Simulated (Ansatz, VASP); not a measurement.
BN in VASP and in Ansatz

The input INCAR:

```
ALGO     = Normal         # electronic algorithm
EDIFF    = 1E-7           # SCF threshold, eV
ENCUT    = 520            # plane-wave cutoff, eV
GGA      = PE             # functional
ISIF     = 2              # what is computed and relaxed
ISMEAR   = -1             # smearing method
LASPH    = T              # aspherical terms in the spheres
LCHARG   = F              # write CHGCAR
LREAL    = F              # projectors in reciprocal space
LWAVE    = F              # write WAVECAR
NBANDS   = 11             # bands
NELM     = 80             # most SCF steps
PREC     = Accurate       # precision mode
SIGMA    = 0.02           # smearing width, eV
```

Contents of KPOINTS:

```
k-points
0
Gamma
  12 12 12
```

Contents of POSCAR:

```
BN
1.0
   -0.0133555684      1.7458259350      1.7458259350
    1.7458259350     -0.0133555684      1.7458259350
    1.7324703666      1.7324703666      0.0000000000
B N
1 1
Direct
    0.0000000000      0.0000000000      0.0000000000
    0.5000000000      0.5000000000      0.5000000000
```

Input for Ansatz:

```yaml
crystal:
  lattice:
    - [-0.0133555684, 1.745825935, 1.745825935]
    - [1.745825935, -0.0133555684, 1.745825935]
    - [1.7324703666, 1.7324703666, 0.0]
  atoms:
    - { symbol: B, position: [0.0, 0.0, 0.0] }
    - { symbol: "N", position: [0.5, 0.5, 0.5] }
kpoints:
  mp_grid: { grid: [12, 12, 12] }
  band_path:
    path:
      - [0.0, 0.0, 0.0]
      - [0.5, 0.0, 0.5]
      - [0.625, 0.25, 0.625]
      - [0.375, 0.375, 0.75]
      - [0.5, 0.5, 0.5]
      - [0.5, 0.25, 0.75]
      - [0.0, 0.1666666667, -0.1666666667]
    npoints: 1
hamiltonian:
  xc: pbe
scf:
  occupations: { method: fermi_dirac, width: 0.02 }
  n_extra_bands: 4
output:
  forces: true
  stress: true
  eigenvalues: true
```

Change from the starting cell: shear_xy strain -1.5%.

Alike in both runs: task single point; functional PBE; k mesh 12 × 12 × 12; occupations fermi-dirac, width 0.02 eV; no spin polarisation.

|  | VASP | Ansatz |
| --- | --- | --- |
| version | VASP 6.6.1 | Ansatz 0.2.0 |
| potentials or method | VASP PAW PBE potentials, release 64 (B, N) | plane waves, PAW |
| plane-wave cutoff (eV) | 520 | 420 |
| valence electrons in the cell | 8 | 8 |

|  | VASP | Ansatz | Ansatz less VASP |
| --- | --- | --- | --- |
| gap on the k mesh at the Fermi level (eV) | 1.05 | 1.06 | +0.005 |
| pressure (GPa) | 3.9 | 4.0 | +0.06 |
| largest component of the traceless stress (GPa) | 9.66 | 9.64 | -0.018 |

A k mesh can miss the band edges.
